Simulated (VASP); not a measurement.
InAs:

```xyz
2
Lattice="0.0000 3.0180 3.0180 3.0180 0.0000 3.0180 3.0180 3.0180 0.0000" Properties=species:S:1:pos:R:3 pbc="T T T"
In    0.0000    0.0000    0.0000
As    4.5270    4.5270    4.5270
```

* Program: VASP 6.6.1
* Task: relaxation of cell and atoms
* Functional: PBE
* Dispersion: rVV10
* Potentials or basis: VASP PAW PBE potentials, release 64 (In_d, As)
* Cutoff: 600 eV
* k mesh: 8 × 8 × 8
* Occupations: fermi-dirac, width 0.05 eV
* Spin: no spin polarisation

At the start: pressure 3.5 GPa; volume 27.49 Å³/atom.

Q: Where does the relaxation end?

A: Over 3 steps the energy falls by 17.4 meV/atom and the volume is 29.16 Å³/atom (+6.1 %); space group F-43m (No. 216, to 0.05 Å).

The path:
```
step  energy change (eV)  largest force (eV/Å)  pressure (GPa)  volume (Å³)
   1              0.0000                0.0000            3.52        54.98
   2             -0.0281                0.0000           -1.33        59.92
   3             -0.0348                0.0000            0.02        58.32
```

Final structure:
```yaml
crystal:
  lattice:
    - [0.00000, 3.07804, 3.07804]
    - [3.07804, 0.00000, 3.07804]
    - [3.07804, 3.07804, 0.00000]
  atoms:
    - { symbol: In, position: [0.00000, 0.00000, 0.00000] }
    - { symbol: As, position: [0.75000, 0.75000, 0.75000] }
```
